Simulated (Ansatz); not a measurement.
BN, space group P6_3mc: an equation of state with a fit, run with Ansatz 0.2.0, Python API.

The script, `run_eos.py`:
```python
"""Energy against volume for BN, with a fit."""

import ansatz
from ase.eos import EquationOfState
from ase.units import GPa
import numpy as np

VECTORS = np.array([
    [2.536, 0.0, 0.0],
    [-1.268, 2.19624, 0.0],
    [0.0, 0.0, 4.199],
])
SITES = [
    ("B", (2 / 3, 1 / 3, 0.0)),
    ("B", (1 / 3, 2 / 3, 0.5)),
    ("N", (2 / 3, 1 / 3, 0.375)),
    ("N", (1 / 3, 2 / 3, 0.875)),
]


def on_lattice(cell):
    crystal = ansatz.Crystal(lattice=ansatz.Lattice.of(cell))
    for symbol, position in SITES:
        crystal = crystal.atom(symbol, position)
    return crystal

# scale the volume, keep shape and fractions
volumes, energies, pressures = [], [], []
for scale in np.linspace(0.9, 1.1, 9):
    cell = VECTORS * scale ** (1 / 3)
    base = (
        on_lattice(cell).calculation()
        .functional("pbesol")
        .occupations("Fixed")
        .basis(20 * ansatz.Ha, xc_grid=1)
        .scf(extra_bands=4)
        .kpoints(8, 8, 5)
        .stress()
    )
    data = base.run(threads=1).report
    volumes.append(abs(np.linalg.det(cell)) / len(SITES))
    energies.append(data["free_energy_ev"] / len(SITES))
    pressures.append(np.trace(data["stress_gpa"]) / 3)
    print(f"V = {volumes[-1]:8.4f} A^3/atom  F = {energies[-1]:.5f} eV/atom  P = {pressures[-1]:8.3f} GPa")

eos = EquationOfState(volumes, energies, eos="birchmurnaghan")
v0, e0, bulk = eos.fit()
print(f"V0 = {v0:.4f} A^3/atom, E0 = {e0:.5f} eV/atom, B = {bulk / GPa:.1f} GPa")
```

Its results, one of them left out:

| V (Å³/atom) | F less the lowest row shown (meV/atom) |
| --- | --- |
| 5.262 | 91.64 |
| 5.408 | 50.97 |
| 5.554 | 23.05 |
| 5.701 | 6.48 |
| 5.847 | 0.00 |
| 5.993 | 2.51 |
| 6.139 | 13.01 |
| 6.285 | ? |
| 6.431 | 54.61 |

What is the missing energy at 6.285 Å³ an atom?

A third-order Birch-Murnaghan fit, E = E0 + (9 V0 B0 / 16) [(t - 1)³ B' + (t - 1)² (6 - 4t)] with t = (V0/V)^(2/3), through the 8 rows shown gives V0 = 5.877 Å³, B0 = 386.0 GPa, B' = 3.66 and E0 = -0.18 meV. At V = 6.285 Å³, t = 0.95618, and the fit interpolates to 30.63 meV. The run gave 30.64 meV, a miss of 0.01 meV.

What to keep in mind:
- These settings explore the input space; cutoff and mesh may be short of convergence.
- Shape and fractional positions are held along the curve, so the bulk modulus is an upper value where they are free to relax.
- Of the deposited cell: the entry's cell lengths or inner coordinates differ somewhat from later room-temperature determinations.
- Pressure is positive in compression.
- The structure is a deposited one; some such entries were measured under pressure or heat, so a shift against it needn't be the functional's error alone.
- The whole script took 9.8 s on 1 thread of Arm Neoverse V2, on a shared host, peak memory 0.34 GiB.
